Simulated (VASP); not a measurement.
# Hf in VASP: a series of runs

One slab, Hf, is run at these levels: PBE; tasks: single point.

All numbers are computed with VASP 6.6.1; they aren't measurements. Logs are shortened: lines on timing, memory, paths and dates and some standing lists are left out, and cuts for length are marked.

**1. Starting point**

The cell holds a slab with vacuum, 6 atoms: a = 3.197 Å, b = 3.197 Å, c = 30.645 Å, α = 90.00°, β = 90.00°, γ = 120.00°.

The slab is cut from a database's or a generator's crystal, which needn't be the stable form of the element.

**2. Single point, PBE**

Input file INCAR:

```
  PREC = Accurate
  ENCUT = 400
  EDIFF = 1E-7
  ISMEAR = 1
  SIGMA = 0.1
  LREAL = F
  LASPH = T
  NELM = 120
  ALGO = Normal
  ISIF = 2
  LWAVE = F
  LCHARG = F
  LDIPOL = T
  IDIPOL = 3
  DIPOL = 0.5 0.5 0.500
  GGA = PE
  NBANDS = 44
  LVHAR = T
  LVACPOTAV = T
```

Input file KPOINTS:

```
regular mesh
0
Gamma
  12 12 1
```

Input file POSCAR:

```
Hf
1.0
    3.1966985242      0.0000000000      0.0000000000
   -1.5983492621      2.7684221302      0.0000000000
    0.0000000000      0.0000000000     30.6445000000
Hf
6
Direct
    0.6666666667      0.3333333334      0.2936905481
    0.3333333333      0.6666666666      0.3762143288
    0.6666666667      0.3333333334      0.4587381096
    0.3333333333      0.6666666666      0.5412618904
    0.6666666667      0.3333333334      0.6237856712
    0.3333333333      0.6666666666      0.7063094519
```

Potentials or basis: VASP PAW PBE potentials, release 64 (Hf_pv).

Run with:

```console
$ cat potpaw_PBE.64/Hf_pv/POTCAR > POTCAR
$ mpirun -np 1 vasp_std > vasp.out
```

OUTCAR:

```text
PREC = Accurate
   ENCUT = 400
   EDIFF = 1E-7
   ISMEAR = 1
   LREAL = F
   LASPH = T
   NELM = 120
   ISIF = 2
   GGA = PE

 Found     19 irreducible k-points:

 Following reciprocal coordinates:
            Coordinates               Weight
  0.000000  0.000000  0.000000      1.000000
  0.083333  0.000000  0.000000      6.000000
  0.166667 -0.000000  0.000000      6.000000
  0.250000 -0.000000  0.000000      6.000000
  0.333333 -0.000000  0.000000      6.000000
  0.416667  0.000000  0.000000      6.000000
   k-points           NKPTS =     19   k-points in BZ     NKDIM =     19   number of bands    NBANDS=     44
   number of dos      NEDOS =    301   number of ions     NIONS =      6
   total plane-waves  NPLWV = 115200
   dimension x,y,z NGX =    24 NGY =   24 NGZ =  200
   dimension x,y,z NGXF=    48 NGYF=   48 NGZF=  400
   ions per type =               6
   NGX,Y,Z   is equivalent  to a cutoff of  12.48, 12.48, 10.85 a.u.
   NGXF,Y,Z  is equivalent  to a cutoff of  24.96, 24.96, 21.70 a.u.
 SYSTEM =  unknown system
   PREC   = accura    normal or accurate (medium, high low for compatibility)
   ISTART =      0    job   : 0-new  1-cont  2-samecut
   ICHARG =      2    charge: 1-file 2-atom 10-const
   ISPIN  =      1    spin polarized calculation?
   LNONCOLLINEAR =      F non collinear calculations
   LSORBIT =      F    spin-orbit coupling
   LASPH  =      T    aspherical Exc in radial PAW
   ENCUT  =  400.0 eV  29.40 Ry    5.42 a.u.   5.21  5.21 49.97*2*pi/ulx,y,z
   NELM   =    120;   NELMIN=  2; NELMDL= -5     # of ELM steps
   EDIFF  = 0.1E-06   stopping-criterion for ELM
   LREAL  =      F    real-space projection
   EDIFFG = 0.1E-05   stopping-criterion for IOM
   NSW    =      0    number of steps for IOM
   IBRION =     -1    ionic relax: 0-MD 1-quasi-New 2-CG
   NFREE  =      0    steps in history (QN), initial steepest desc. (CG)
   ISIF   =      2    stress and relaxation
   ISYM   =      2    0-nonsym 1-usesym 2-fastsym
   POTIM  = 0.5000    time-step for ionic-motion
   TEBEG  =    0.0;   TEEND  =   0.0 temperature during run
   PSTRESS=    0.0 pullay stress
   NELECT =      60.0000    total number of electrons
   NUPDOWN=      -1.0000    fix difference up-down
   EMIN   =  10.00;   EMAX   =-10.00  energy-range for DOS
   EFERMI =   0.00;   METHOD = LEGACY
   ISMEAR =     1;   SIGMA  =   0.10  broadening in eV -4-tet -1-fermi 0-gaus
   EFERMI_NEDOS =   21; number of points for ismear=-14 and -15
   IALGO  =     38    algorithm
   IMIX   =      4    mixing-type and parameters
     AMIX     =   0.40;   BMIX     =  1.00
     AMIX_MAG =   1.60;   BMIX_MAG =  1.00
  volume/ion in A,a.u.               =      45.20       305.02
  Fermi-wavevector in a.u.,A,eV,Ry     =   0.990140  1.871092 13.338829  0.980376
  Thomas-Fermi vector in A             =   2.121789
   LORBIT       =      0    0 simple, 1 ext, 2 COOP (PROOUT), +10 PAW based schemes
   GGA     = PE    functional components
   LHFCALC =     F    Hartree Fock is set to
   AEXX    =    0.0000 exact exchange contribution
   IVDW    =     0    specifies the selected vdW correction
   LEPSILON=     F    determine dielectric tensor
   LRPA    =     F    only Hartree local field effects (RPA)
 non-spin polarized calculation
 Methfessel and Paxton  Order N= 1 SIGMA  =   0.10
  energy-cutoff  :      400.00
  volume of cell :      271.20
 maximum number of plane-waves:      4968
 NGX is ok and might be reduce to    24
   NGX = 11   NGY = 11   NGZ = 99

 number of electron      59.9999990 magnetization

 dipolmoment           0.000000      0.000000      0.000000 electrons x Angstroem

 Free energy of the ion-electron system (eV)
  ---------------------------------------------------
  ext. energy  EPLUGINS =         0.00000000
  ---------------------------------------------------
  free energy    TOTEN  =       -57.49904564 eV

  energy without entropy =      -57.49671022  energy(sigma->0) =      -57.49826716

 E-fermi :   0.3142     XC(G=0):  -6.2764

 val. band max:        0.3120410857   @ k =   0.3333   0.0833   0.0000
 cond. band min:       0.3262548678   @ k =   0.3333   0.0833   0.0000
 fundamental gap:      0.0142137820
 Fermi energy:         0.3141956205

 k-point     1 :       0.0000    0.0000    0.0000
  band No.  band energies     occupation
      1     -30.7936      2.00000
      2     -30.7751      2.00000
      3     -30.5981      2.00000
      4     -30.3231      2.00000
      5     -30.2417      2.00000
      6     -30.2417      2.00000
[... 34 lines left out ...]
     41       1.9082     -0.00000
     42       2.2109     -0.00000

 k-point     2 :       0.0833    0.0000    0.0000
  band No.  band energies     occupation
      1     -30.7820      2.00000
      2     -30.7664      2.00000
      3     -30.5906      2.00000
      4     -30.3355      2.00000
      5     -30.2826      2.00000
      6     -30.2711      2.00000
[... 34 lines left out ...]
     41       2.0652     -0.00000
     42       2.0755     -0.00000

 k-point     3 :       0.1667   -0.0000    0.0000
  band No.  band energies     occupation
      1     -30.7515      2.00000
      2     -30.7432      2.00000
      3     -30.5707      2.00000
      4     -30.4100      2.00000
      5     -30.3884      2.00000
      6     -30.3180      2.00000
[... 34 lines left out ...]
     41       2.2685     -0.00000
     42       2.4556      0.00000

 k-point     4 :       0.2500   -0.0000    0.0000
  band No.  band energies     occupation
      1     -30.7152      2.00000
      2     -30.7143      2.00000
      3     -30.5644      2.00000
      4     -30.5411      2.00000
      5     -30.5063      2.00000
      6     -30.3813      2.00000
[... 34 lines left out ...]
     41       2.7091      0.00000
     42       2.9025      0.00000

 k-point     5 :       0.3333   -0.0000    0.0000
  band No.  band energies     occupation
      1     -30.7026      2.00000
      2     -30.7004      2.00000
      3     -30.6654      2.00000
      4     -30.6630      2.00000
      5     -30.5162      2.00000
      6     -30.4782      2.00000
[... 34 lines left out ...]
     41       3.1329      0.00000
     42       3.4050      0.00000

 k-point     6 :       0.4167    0.0000    0.0000
  band No.  band energies     occupation
      1     -30.7765      2.00000
      2     -30.7751      2.00000
      3     -30.6860      2.00000
      4     -30.6796      2.00000
      5     -30.5628      2.00000
      6     -30.5360      2.00000
[... 34 lines left out ...]
     41       3.6011      0.00000
     42       3.6054      0.00000

 [... further k-points ...]

 [bands above 42 left out]

------------------------ aborting loop because EDIFF is reached ----------------------------------------

  FORCE on cell =-STRESS in cart. coord.  units (eV):
  Direction    XX          YY          ZZ          XY          YZ          ZX
  --------------------------------------------------------------------------------------
  -------------------------------------------------------------------------------------
  Total       -2.1818471     -2.1818471     -2.5690462      0.0000000      0.0000000     -0.0000000
  in kB      -12.8898650    -12.8898650    -15.1773503      0.0000000      0.0000000     -0.0000000
  external PRESSURE =     -13.6523601 kB  Pullay stress =       0.0000000 kB

 VOLUME and BASIS-vectors are now :
 -----------------------------------------------------------------------------
  energy-cutoff  :      400.00
  volume of cell :      271.20
      direct lattice vectors                 reciprocal lattice vectors
     3.196698524  0.000000000  0.000000000     0.312822743  0.180608295  0.000000000
    -1.598349262  2.768422130  0.000000000     0.000000000  0.361216589  0.000000000
     0.000000000  0.000000000 30.644500000     0.000000000  0.000000000  0.032632283

 POSITION                                       TOTAL-FORCE (eV/Angst)
 -----------------------------------------------------------------------------------
      1.59835      0.92281      9.00000         0.000000      0.000000      0.633929
     -0.00000      1.84561     11.52890         0.000000     -0.000000     -0.764695
      1.59835      0.92281     14.05780         0.000000     -0.000000      0.111789
     -0.00000      1.84561     16.58670        -0.000000      0.000000     -0.111789
      1.59835      0.92281     19.11560        -0.000000      0.000000      0.764695
     -0.00000      1.84561     21.64450        -0.000000      0.000000     -0.633929
 -----------------------------------------------------------------------------------
    total drift:                                0.000000     -0.000000      0.000000

  FREE ENERGIE OF THE ION-ELECTRON SYSTEM (eV)
  ---------------------------------------------------
  free  energy   TOTEN  =       -57.4990456372 eV

  energy  without entropy=      -57.4967102191  energy(sigma->0) =      -57.49826716

 vacuum level on the upper side and lower side of the slab         4.707         4.707
```

Wall time 5.7 min (1 thread of Intel Xeon 6975P-C (Granite Rapids), shared host); peak memory 0.37 GiB.

These settings aren't checked as converged: the numbers below hold their error.

Results:

```yaml
Free_energy: -57.4990 eV
Largest_force: 0.765 eV/Å
Band_gap_on_the_k_mesh: none (metal or under the smearing width)
Work_function_of_the_upper_face: 4.39 eV
Work_function_of_the_lower_face: 4.39 eV
```

**3. Single point, PBE**

INCAR is that of step 2.

Input file KPOINTS:

```
regular mesh
0
Gamma
  15 15 1
```

POSCAR is that of step 2.

Potentials or basis: VASP PAW PBE potentials, release 64 (Hf_pv).

Run with:

```console
$ cat potpaw_PBE.64/Hf_pv/POTCAR > POTCAR
$ mpirun -np 1 vasp_std > vasp.out
```

OUTCAR:

```text
PREC = Accurate
   ENCUT = 400
   EDIFF = 1E-7
   ISMEAR = 1
   LREAL = F
   LASPH = T
   NELM = 120
   ISIF = 2
   GGA = PE

 Found     27 irreducible k-points:

 Following reciprocal coordinates:
            Coordinates               Weight
  0.000000  0.000000  0.000000      1.000000
  0.066667  0.000000  0.000000      6.000000
  0.133333 -0.000000  0.000000      6.000000
  0.200000  0.000000  0.000000      6.000000
  0.266667 -0.000000  0.000000      6.000000
  0.333333  0.000000  0.000000      6.000000
   k-points           NKPTS =     27   k-points in BZ     NKDIM =     27   number of bands    NBANDS=     44
   number of dos      NEDOS =    301   number of ions     NIONS =      6
   total plane-waves  NPLWV = 115200
   dimension x,y,z NGX =    24 NGY =   24 NGZ =  200
   dimension x,y,z NGXF=    48 NGYF=   48 NGZF=  400
   ions per type =               6
   NGX,Y,Z   is equivalent  to a cutoff of  12.48, 12.48, 10.85 a.u.
   NGXF,Y,Z  is equivalent  to a cutoff of  24.96, 24.96, 21.70 a.u.
 SYSTEM =  unknown system
   PREC   = accura    normal or accurate (medium, high low for compatibility)
   ISTART =      0    job   : 0-new  1-cont  2-samecut
   ICHARG =      2    charge: 1-file 2-atom 10-const
[... 66 lines left out ...]
  band No.  band energies     occupation
      1     -30.8043      2.00000
      2     -30.7871      2.00000
      3     -30.5999      2.00000
      4     -30.3302      2.00000
      5     -30.2522      2.00000
      6     -30.2522      2.00000
[... 259 lines left out ...]
     41       3.1260      0.00000
     42       3.3983      0.00000

 [... further k-points ...]

 [bands above 42 left out]

------------------------ aborting loop because EDIFF is reached ----------------------------------------

  FORCE on cell =-STRESS in cart. coord.  units (eV):
  Direction    XX          YY          ZZ          XY          YZ          ZX
  --------------------------------------------------------------------------------------
  -------------------------------------------------------------------------------------
  Total       -2.1245271     -2.1245271     -2.8152690      0.0000000      0.0000000      0.0000000
  in kB      -12.5512311    -12.5512311    -16.6319800      0.0000000      0.0000000      0.0000000
  external PRESSURE =     -13.9114808 kB  Pullay stress =       0.0000000 kB

 VOLUME and BASIS-vectors are now :
 -----------------------------------------------------------------------------
  energy-cutoff  :      400.00
  volume of cell :      271.20
      direct lattice vectors                 reciprocal lattice vectors
     3.196698524  0.000000000  0.000000000     0.312822743  0.180608295  0.000000000
    -1.598349262  2.768422130  0.000000000     0.000000000  0.361216589  0.000000000
     0.000000000  0.000000000 30.644500000     0.000000000  0.000000000  0.032632283

 POSITION                                       TOTAL-FORCE (eV/Angst)
 -----------------------------------------------------------------------------------
      1.59835      0.92281      9.00000         0.000000      0.000000      0.641522
     -0.00000      1.84561     11.52890        -0.000000     -0.000000     -0.759556
      1.59835      0.92281     14.05780        -0.000000      0.000000      0.155703
     -0.00000      1.84561     16.58670         0.000000     -0.000000     -0.155703
      1.59835      0.92281     19.11560         0.000000      0.000000      0.759556
     -0.00000      1.84561     21.64450         0.000000      0.000000     -0.641522
 -----------------------------------------------------------------------------------
    total drift:                                0.000000     -0.000000      0.000000

  FREE ENERGIE OF THE ION-ELECTRON SYSTEM (eV)
  ---------------------------------------------------
  free  energy   TOTEN  =       -57.5096050027 eV

  energy  without entropy=      -57.5105760171  energy(sigma->0) =      -57.50992867

 vacuum level on the upper side and lower side of the slab         4.714         4.714
```

stdout:

```text
POSCAR found type information on POSCAR Hf
 POSCAR found :  1 types and       6 ions
 scaLAPACK will be used
 LDA part: xc-table for (Slater+PW92), standard interpolation
 POSCAR, INCAR and KPOINTS ok, starting setup
 FFT: planning ... GRIDC
 FFT: planning ... GRID_SOFT
 FFT: planning ... GRID
 WAVECAR not read
 entering main loop
 -----------------------------------------------------------------------------
|                                                                             |
|           W    W    AA    RRRRR   N    N  II  N    N   GGGG   !!!           |
|           W    W   A  A   R    R  NN   N  II  NN   N  G    G  !!!           |
|           W    W  A    A  R    R  N N  N  II  N N  N  G       !!!           |
|           W WW W  AAAAAA  RRRRR   N  N N  II  N  N N  G  GGG   !            |
|           WW  WW  A    A  R   R   N   NN  II  N   NN  G    G                |
|           W    W  A    A  R    R  N    N  II  N    N   GGGG   !!!           |
|                                                                             |
|     Did not find any points to average over, which means that no vacuum     |
|     field-free region was found. Please increase the size of  your cell     |
|     in the dimension of the dipole correction to obtain accurate            |
|     workfunction values.                                                    |
|                                                                             |
 -----------------------------------------------------------------------------
```

It took 6.7 min on 1 thread of Intel Xeon 6975P-C (Granite Rapids), shared host; peak memory 0.39 GiB.

The run converged, but some of its settings lie outside the range that counts as converged, so its numbers aren't taken as properties of the slab.

What came out:

* Free energy: -57.5096 eV
* Largest force: 0.760 eV/Å
* Band gap on the k mesh: none (metal or under the smearing width)
* Work function of the upper face: 4.40 eV
* Work function of the lower face: 4.40 eV
